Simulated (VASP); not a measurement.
VASP 6.6.1, r²SCAN single-point calculation, InAs (strained zincblende)

INCAR

```
LWAVE = .FALSE.
ISIF = 2
SIGMA = 0.02
ENCUT = 520
NSW = 0
ALGO = Normal
PREC = Accurate
LREAL = .FALSE.
EDIFF = 1E-7
ISMEAR = -1
LASPH = .TRUE.
IBRION = -1
LCHARG = .FALSE.
NBANDS = 16
NELM = 120
METAGGA = R2SCAN
```

KPOINTS

```
KPOINTS created by Atomic Simulation Environment
0
Gamma
8 8 8
0 0 0
```

KPOINTS_OPT

```
special points
7
Reciprocal
0.0000000000 0.0000000000 0.0000000000 1
-0.5000000000 -0.5000000000 0.0000000000 1
-0.3750000000 -0.3750000000 0.2500000000 1
-0.3750000000 0.0000000000 0.3750000000 1
0.0000000000 0.0000000000 0.5000000000 1
-0.5000000000 -0.2500000000 0.2500000000 1
-0.0061850000 -0.0061850000 0.0000000000 1
```

POSCAR

```
In As
 1.0000000000000000
     0.0000000000000000    3.0545904709000000    3.0698634232000002
     3.0545904709000000    0.0000000000000000    3.0698634232000002
     3.0545904709000000    3.0545904709000000    0.0000000000000000
 In  As
   1   1
Cartesian
  0.0000000000000000  0.0000000000000000  0.0000000000000000
  1.5272952354500000  1.5272952354500000  1.5349317115999996
```

VASP ran with the recommended PBE PAW datasets (18 valence electrons in the cell).

Command

```
mpirun -np 1 vasp_std
```

From OUTCAR

```
k-points           NKPTS =     59   k-points in BZ     NKDIM =     59   number of bands    NBANDS=     16

   NELECT =      18.0000    total number of electrons

   dimension x,y,z NGX =    32 NGY =   32 NGZ =   32
   dimension x,y,z NGXF=    64 NGYF=   64 NGZF=   64

  energy-cutoff  :      520.00
  volume of cell :       57.29
      direct lattice vectors                 reciprocal lattice vectors
     0.000000000  3.054590471  3.069863423    -0.163688064  0.163688064  0.162873695
     3.054590471  0.000000000  3.069863423     0.163688064 -0.163688064  0.162873695
     3.054590471  3.054590471  0.000000000     0.163688064  0.163688064 -0.162873695

 k-points in reciprocal lattice and weights: KPOINTS created by Atomic Simulation Env
   0.00000000  0.00000000  0.00000000       0.002
   0.12500000  0.00000000  0.00000000       0.016
   0.25000000  0.00000000  0.00000000       0.016
   0.37500000  0.00000000  0.00000000       0.016
   0.50000000  0.00000000  0.00000000       0.008
   0.12500000  0.12500000  0.00000000       0.004
   0.25000000  0.12500000  0.00000000       0.016
   0.37500000  0.12500000  0.00000000       0.016
   ...

 E-fermi :   3.9596

 k-point     1 :       0.0000    0.0000    0.0000
  band No.  band energies     occupation
      1     -10.8680      2.00000
      2     -10.8663      2.00000
      3     -10.8663      2.00000
      4     -10.7351      2.00000
      5     -10.7342      2.00000
      6      -8.1505      2.00000
      7       3.9017      1.89497
      8       3.9262      1.68226
      9       3.9262      1.68226
     10       3.9702      0.74099
     11       8.1676      0.00000
     12       8.1676      0.00000
     13       8.1787      0.00000
     14      11.8476      0.00000
     15      13.9590      0.00000
     16      14.0439      0.00000

 k-point     2 :       0.1250    0.0000    0.0000
  band No.  band energies     occupation
      1     -10.8859      2.00000
      2     -10.8619      2.00000
      3     -10.8607      2.00000
      4     -10.7353      2.00000
      5     -10.7342      2.00000
      6      -7.9909      2.00000
      7       2.1141      2.00000
      8       3.7246      1.99998
      9       3.7439      1.99996
     10       5.2228      0.00000
     11       8.3020      0.00000
     12       8.4445      0.00000
     13       8.4507      0.00000
     14      12.6866      0.00000
     15      13.1317      0.00000
     16      13.1894      0.00000

 k-point     3 :       0.2500    0.0000    0.0000
  band No.  band energies     occupation
      1     -10.9289      2.00000
      2     -10.8496      2.00000
      3     -10.8485      2.00000
      4     -10.7343      2.00000
      5     -10.7329      2.00000
      6      -7.5555      2.00000
      7       0.2791      2.00000
      8       3.3533      2.00000
      9       3.3789      2.00000
     10       5.4297      0.00000
     11       8.8737      0.00000
     12       8.8845      0.00000
     13       9.3879      0.00000
     14      12.7434      0.00000
     15      12.9136      0.00000
     16      12.9295      0.00000

 k-point     4 :       0.3750    0.0000    0.0000
  band No.  band energies     occupation
      1     -10.9686      2.00000
      2     -10.8394      2.00000
      3     -10.8384      2.00000
      4     -10.7309      2.00000
      5     -10.7292      2.00000
      6      -7.0057      2.00000
      7      -1.1781      2.00000
      8       3.0499      2.00000
      9       3.0808      2.00000
     10       5.2418      0.00000
     11       8.9620      0.00000
     12       8.9882      0.00000
     13      10.7878      0.00000
     14      12.6188      0.00000
     15      13.8747      0.00000
     16      13.8918      0.00000

 k-point     5 :       0.5000    0.0000    0.0000
  band No.  band energies     occupation
      1     -10.9842      2.00000
      2     -10.8360      2.00000
      3     -10.8350      2.00000
      4     -10.7287      2.00000
      5     -10.7269      2.00000
      6      -6.7178      2.00000
      7      -1.7784      2.00000
      8       2.9377      2.00000
      9       2.9707      2.00000
     10       5.1517      0.00000
     11       8.9257      0.00000
     12       8.9562      0.00000
     13      11.1510      0.00000
     14      13.3898      0.00000
     15      15.1518      0.00000
     16      15.1889      0.00000

 k-point     6 :       0.1250    0.1250    0.0000
  band No.  band energies     occupation
      1     -10.8988      2.00000
      2     -10.8554      2.00000
      3     -10.8554      2.00000
      4     -10.7381      2.00000
      5     -10.7320      2.00000
      6      -7.9392      2.00000
      7       2.0317      2.00000
      8       3.4214      2.00000
      9       3.4214      2.00000
     10       5.8084      0.00000
     11       7.5067      0.00000
     12       8.9194      0.00000
     13       8.9194      0.00000
     14      11.9552      0.00000
     15      13.0538      0.00000
     16      14.2190      0.00000

 k-point     7 :       0.2500    0.1250    0.0000
  band No.  band energies     occupation
      1     -10.9333      2.00000
      2     -10.8453      2.00000
      3     -10.8427      2.00000
      4     -10.7410      2.00000
      5     -10.7292      2.00000
      6      -7.5961      2.00000
      7       0.6728      2.00000
      8       2.9927      2.00000
      9       3.0098      2.00000
     10       6.3244      0.00000
     11       7.5849      0.00000
     12       9.4881      0.00000
     13       9.5459      0.00000
     14      11.6858      0.00000
     15      13.9586      0.00000
     16      13.9766      0.00000

 k-point     8 :       0.3750    0.1250    0.0000
  band No.  band energies     occupation
      1     -10.9693      2.00000
      2     -10.8368      2.00000
      3     -10.8316      2.00000
      4     -10.7392      2.00000
      5     -10.7268      2.00000
      6      -7.0723      2.00000
      7      -0.7775      2.00000
      8       2.4797      2.00000
      9       2.7458      2.00000
     10       6.2100      0.00000
     11       8.3165      0.00000
     12       9.7056      0.00000
     13       9.9585      0.00000
     14      12.7265      0.00000
     15      13.8421      0.00000
     16      14.5543      0.00000

 k-point     9 :       0.5000    0.1250    0.0000
  band No.  band energies     occupation
      1     -10.9893      2.00000
      2     -10.8324      2.00000
      3     -10.8276      2.00000
      4     -10.7334      2.00000
      5     -10.7274      2.00000
      6      -6.6586      2.00000
      7      -1.6525      2.00000
      8       2.1030      2.00000
      9       2.7239      2.00000
     10       6.0794      0.00000
     11       8.5233      0.00000
     12       9.5000      0.00000
     13      11.1424      0.00000
     14      13.2002      0.00000
     15      14.5906      0.00000
     16      15.2087      0.00000

 k-point    10 :      -0.3750    0.1250    0.0000
  band No.  band energies     occupation
      1     -10.9835      2.00000
      2     -10.8328      2.00000
      3     -10.8310      2.00000
      4     -10.7327      2.00000
      5     -10.7292      2.00000
      6      -6.7561      2.00000
      7      -1.4558      2.00000
      8       1.9909      2.00000
      9       2.9457      2.00000
     10       6.0962      0.00000
     11       8.7192      0.00000
     12       9.2834      0.00000
     13      10.9602      0.00000
     14      13.3792      0.00000
     15      13.5055      0.00000
     16      15.0543      0.00000

 k-point    11 :      -0.2500    0.1250    0.0000
  band No.  band energies     occupation
      1     -10.9538      2.00000
      2     -10.8416      2.00000
      3     -10.8386      2.00000
      4     -10.7378      2.00000
      5     -10.7293      2.00000
      6      -7.2533      2.00000
      7      -0.3296      2.00000
      8       2.2116      2.00000
      9       3.3324      2.00000
     10       6.2013      0.00000
     11       8.8343      0.00000
     12       9.0131      0.00000
     13       9.6691      0.00000
     14      12.3185      0.00000
     15      13.4397      0.00000
     16      14.5739      0.00000

 k-point    12 :      -0.1250    0.1250    0.0000
  band No.  band energies     occupation
      1     -10.9138      2.00000
      2     -10.8545      2.00000
      3     -10.8501      2.00000
      4     -10.7382      2.00000
      5     -10.7314      2.00000
      6      -7.7376      2.00000
      7       1.0951      2.00000
      8       2.8522      2.00000
      9       3.6943      2.00000
     10       5.9558      0.00000
     11       8.1906      0.00000
     12       8.5696      0.00000
     13       9.3265      0.00000
     14      12.2917      0.00000
     15      13.0538      0.00000
     16      13.7323      0.00000

 ...

  Total       -0.0825767     -0.0825767     -0.1490842      0.0000000      0.0000000     -0.0000000
  in kB       -2.3094742     -2.3094742     -4.1695309      0.0000000      0.0000000     -0.0000000
  external PRESSURE =      -2.9294931 kB  Pullay stress =       0.0000000 kB

 POSITION                                       TOTAL-FORCE (eV/Angst)
 -----------------------------------------------------------------------------------
      0.00000      0.00000      0.00000         0.000000      0.000000      0.000000
      1.52730      1.52730      1.53493        -0.000000     -0.000000     -0.000000
 -----------------------------------------------------------------------------------
    total drift:                               -0.000002     -0.000002     -0.000001

  FREE ENERGIE OF THE ION-ELECTRON SYSTEM (eV)
  ---------------------------------------------------
  free  energy   TOTEN  =       -38.0585148784 eV

  energy  without entropy=      -38.0583786593  energy(sigma->0) =      -38.05844677
```

| Property | Result |
| --- | --- |
| gap between bands v and c | 0.04 eV |
| least direct gap | 0.04 eV |
| pressure | -0.3 GPa |

Band v is the last that the valence electrons fill when counted band by band, and c is the next.

The run took about 2.2 min on one core of a shared host (Intel Xeon Platinum 8488C) and held 0.23 GiB at most.
